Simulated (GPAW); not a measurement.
**Ru: relaxation of cell and atoms with PBEsol**

Ru:

```
CELL_PARAMETERS angstrom
2.70580 0.00000 0.00000
-1.35290 2.34329 0.00000
0.00000 0.00000 4.28190
ATOMIC_POSITIONS crystal
Ru 0.66667 0.33333 0.75000
Ru 0.33333 0.66667 0.25000
```

- Program: GPAW 26.7.0
- Task: relaxation of cell and atoms
- Functional: PBEsol
- Potentials or basis: PAW data sets generated in the run's folder for this functional
- Cutoff: 600 eV
- Basis: pw
- k mesh: 8 × 8 × 5
- Occupations: fermi-dirac, width 0.05 eV
- Spin: no spin polarisation
- Target pressure: 30 GPa
- Maxiter: 150
- Optimizer: BFGS
- Fmax: 0.02 eV/Å
- Max steps: 60
- Target pressure: 30 GPa
- Convergence: density=1e-05 forces=0.0001

```yaml
Relaxed_volume: 12.33 Å³/atom
Relaxed_cell: a = 2.620 Å, b = 2.620 Å, c = 4.149 Å, α = 90.00°, β = 90.00°, γ = 120.00°
Space_group_after_relaxing_to_0.05_Å: P6_3/mmc (No. 194)
Energy_change_on_relaxing_the_enthalpy_is_what_falls: +76.8 meV/atom
Ionic_steps: 5
Pressure_after_relaxing: 30.0 GPa
Band_gap_on_the_k_mesh: none (metal or under the smearing width)
```

Stress tensor (GPa, compression positive):
```
29.81  0.00  0.00
 0.00 29.81  0.00
 0.00  0.00 30.24
```

Step by step:
| step | energy change (eV) | largest force (eV/Å) | pressure (GPa) | volume (Å³) |
| --- | --- | --- | --- | --- |
| 1 | 0.0000 | 0.0000 | -7.46 | 27.15 |
| 2 | 0.0498 | 0.0000 | 17.37 | 25.36 |
| 3 | 0.1699 | 0.0000 | 31.61 | 24.58 |
| 4 | 0.1536 | 0.0000 | 29.96 | 24.67 |
| 5 | 0.1536 | 0.0000 | 29.95 | 24.67 |

Final structure:
```
Ru
1.0
     2.61998    0.00000    0.00000
    -1.30999    2.26897    0.00000
     0.00000    0.00000    4.14925
Ru
2
Direct
  0.66667 0.33333 0.75000
  0.33333 0.66667 0.25000
```

Levels at points of the mesh, in eV from the Fermi level:
| k point | band 13 | band 14 | band 15 | band 16 | band 17 | band 18 | band 19 | band 20 |
| --- | --- | --- | --- | --- | --- | --- | --- | --- |
| (0.00, 0.00, 0.00) | -2.81 | -2.21 | -2.21 | -1.60 | -1.60 | 1.35 | 1.35 | 1.39 |
| (0.50, 0.50, 0.00) | -2.36 | -1.96 | -1.73 | 1.69 | 2.18 | 2.25 | 4.63 | 6.88 |

Run time: 64 s on 1 thread of Arm Neoverse V2 (shared host), peak memory 0.21 GiB.

Caveat: later steps reuse the first step's grids.
